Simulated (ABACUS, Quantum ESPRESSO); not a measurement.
This is a calculation of CuI (Marshite) for ABACUS 3.10.1 (ASE script). 

File run_abacus.py:

```python
"""ABACUS run from a structure file: ASE reads it, the script writes STRU, KPT and INPUT."""
import re
import subprocess
from ase.io import read
from ase.units import Bohr

atoms = read("POSCAR")
atoms = atoms[(-atoms.numbers).argsort(kind="stable")]  # ABACUS lists atoms element by element
pseudo = {'I': 'i_pbe_v1.uspp.F.UPF', 'Cu': 'cu_pbe_v1.2.uspp.F.UPF'}
orbital = {}
magmoms = None
kmesh = [6, 6, 6]
params = {
    'suffix': 'CuI',
    'calculation': 'scf',
    'basis_type': 'pw',
    'pseudo_dir': './',
    'symmetry': 1,
    'dft_functional': 'pbe',
    'ecutwfc': 40,
    'pseudo_rcut': 10,
    'nspin': 1,
    'nbands': 23,
    'ks_solver': 'dav',
    'smearing_method': 'fd',
    'smearing_sigma': 0.00367493,
    'scf_thr': 1e-08,
    'scf_nmax': 100,
    'mixing_type': 'broyden',
    'mixing_beta': 0.7,
    'cal_force': 1,
    'cal_stress': 1,
    'ecutrho': 320,
    'out_chg': 1,
    'kpar': 4,
}

symbols = atoms.get_chemical_symbols()
elements = list(dict.fromkeys(symbols))
lines = ["ATOMIC_SPECIES"] + [f"{e} {atoms.get_masses()[symbols.index(e)]:.4f} {pseudo[e]}" for e in elements]
if orbital:
    lines += ["", "NUMERICAL_ORBITAL"] + [orbital[e] for e in elements]
lines += ["", "LATTICE_CONSTANT", f"{1 / Bohr:.10f}", "", "LATTICE_VECTORS"]
lines += [" ".join(f"{x:.10f}" for x in v) for v in atoms.cell]
lines += ["", "ATOMIC_POSITIONS", "Direct"]
for e in elements:
    lines += ["", e, "0.0", str(symbols.count(e))]
    for i, p in enumerate(atoms.get_scaled_positions(wrap=False)):
        if symbols[i] == e:
            mag = "" if magmoms is None else " mag " + " ".join(str(x) for x in (magmoms[i] if isinstance(magmoms[i], list) else [magmoms[i]]))
            lines.append(" ".join(f"{x:.10f}" for x in p) + " 1 1 1" + mag)
open("STRU", "w").write("\n".join(lines) + "\n")
open("KPT", "w").write("K_POINTS\n0\nGamma\n%d %d %d 0 0 0\n" % tuple(kmesh))
open("INPUT", "w").write("INPUT_PARAMETERS\n" + "".join(f"{k:<20s}{v}\n" for k, v in params.items()))

done = subprocess.run(['mpirun', '-np', '4', 'abacus'])
if done.returncode:
    raise SystemExit(done.returncode)
log = open("OUT.CuI/running_scf.log").read()
print("final energy (eV):", re.findall(r"FINAL_ETOT_IS (\S+)", log))
```

POSCAR

```
CuI
1.0
    0.0000000000      3.0315000000      3.0315000000
    3.0315000000      0.0000000000      3.0315000000
    3.0315000000      3.0315000000      0.0000000000
I Cu
1 1
Direct
    0.0000000000      0.0000000000      0.0000000000
    0.7500000000      0.7500000000      0.7500000000
```

Potentials or basis: GBRV ultrasoft 1.5 PBE, plane waves.

The run is started by

```sh
$ OMP_NUM_THREADS=1 python run_abacus.py > log
```

**Question.** Set up the same calculation for Quantum ESPRESSO 7.5. Potentials or basis there: SSSP 1.3 efficiency PBE, cutoff 748 eV.

**Answer.** As run (cutoffs and basis follow the program's own potentials, and thresholds, step limits or extra output files can differ):

File pw.in:

```
&CONTROL
  calculation = 'scf'
  prefix = 'pwscf'
  outdir = './tmp'
  pseudo_dir = './pseudo'
  tprnfor = .true.
  tstress = .true.
  disk_io = 'nowf'
/
&SYSTEM
  ibrav = 0
  nat = 2
  ntyp = 2
  ecutwfc = 55
  ecutrho = 440
  nbnd = 15
  occupations = 'smearing'
  smearing = 'fd'
  degauss = 0.00367493
/
&ELECTRONS
  conv_thr = 4d-10
  electron_maxstep = 120
  mixing_beta = 0.5
/
ATOMIC_SPECIES
I    126.9045 I.pbe-n-kjpaw_psl.0.2.UPF
Cu    63.5460 Cu.paw.z_11.ld1.psl.v1.0.0-low.upf
CELL_PARAMETERS angstrom
   0.0000000000    3.0315000000    3.0315000000
   3.0315000000    0.0000000000    3.0315000000
   3.0315000000    3.0315000000    0.0000000000
ATOMIC_POSITIONS crystal
I      0.0000000000    0.0000000000    0.0000000000
Cu     0.7500000000    0.7500000000    0.7500000000
K_POINTS automatic
6 6 6 0 0 0
```

Potentials or basis: SSSP 1.3 efficiency PBE.

Run with:

```console
$ OMP_NUM_THREADS=1 mpirun -n 2 pw.x -nk 2 -in pw.in > pw.out
```

Both were run:

|  | ABACUS | Quantum ESPRESSO |
| --- | --- | --- |
| Pressure | 0.2 GPa | 0.5 GPa |

The potentials hold 26 and 18 valence electrons a cell.

Pressure is positive in compression.
